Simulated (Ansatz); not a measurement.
**P (bcc type): how the settings move a single-point run**

How sensitive is a single-point run of P (bcc type) to its settings? A reference run comes first, then one run with altered input.

Method: reference: DFT, LDA, all-electron PAW with datasets made for the crystal, scalar-relativistic, in Ansatz 0.2.0.

## 1. Starting point

Symmetry: Im-3m, No. 229, cubic system. The conventional cell has a = 2.418 Å, b = 2.418 Å, c = 2.418 Å, α = 90.00°, β = 90.00°, γ = 90.00°. P (site symmetry m-3m) has 8 P at 2.09 Å in its first shell of neighbours.

Coordinates:

```xyz
1
Lattice="-1.2088 1.2088 1.2088 1.2088 -1.2088 1.2088 1.2088 1.2088 -1.2088" Properties=species:S:1:pos:R:3 pbc="T T T"
P     0.0000    0.0000    0.0000
```

## 2. Baseline

input.yaml

```yaml
crystal:
  lattice:
    - [-1.208834798, 1.208834798, 1.208834798]
    - [1.208834798, -1.208834798, 1.208834798]
    - [1.208834798, 1.208834798, -1.208834798]
  atoms:
    - { symbol: P, position: [0.0, 0.0, 0.0] }
kpoints:
  mp_grid: { grid: [17, 17, 17] }
scf:
  occupations: { method: fermi_dirac, width: 0.05 }
hamiltonian:
  xc: lda
  pseudopotentials: { kind: all_electron, datasets: crystal }
output:
  forces: true
  stress: true
  eigenvalues: true
```

Started as:

```console
> ansatz run input.yaml --threads 1 --pin off --max-ram 2048MiB --backend cpu --events-out ev --progress --plain --runs-dir out
```

## 3. Changed: xc pbe

input.yaml: that of step 2 with these lines changed.

```diff
@@ -12,3 +12,3 @@
 hamiltonian:
-  xc: lda
+  xc: pbe
   pseudopotentials: { kind: all_electron, datasets: crystal }
```

Q: Predict the outcome of this session. Wanted: for each run, ending; energy change; pressure; gap; force.

The runs gave:

```
      run     ending   energy change  pressure (GPa)  gap (eV)  force (eV/Å)  cycles   time
reference  converged               -           271.5      0.00          0.00       6  3.9 s
1: xc pbe  converged  not comparable           286.6      0.00          0.00       6    4 s
```

Residual by cycle in the longest SCF loop of each run; runs are numbered as in the table. The quantity is the density residual dr2, in eV.

```
cycle  reference    run 1
    1     0.0326   0.0379
    2    0.00848   0.0101
    3     1.4e-4   1.7e-4
    4     2.2e-5   2.6e-5
    5     2.2e-8   3.5e-8
    6    3.3e-10  4.8e-10
```

What this shows: After a change of functional the difference of the totals has no physical meaning; the pressure goes from 271.5 to 286.6 GPa. At this fixed cell a higher pressure means that this functional prefers a larger volume than the reference. Semilocal functionals close small gaps, so the missing gap need not be the real solid's. The structure is not at rest: the sound run finds 271 GPa, so these are no properties of the relaxed crystal. 
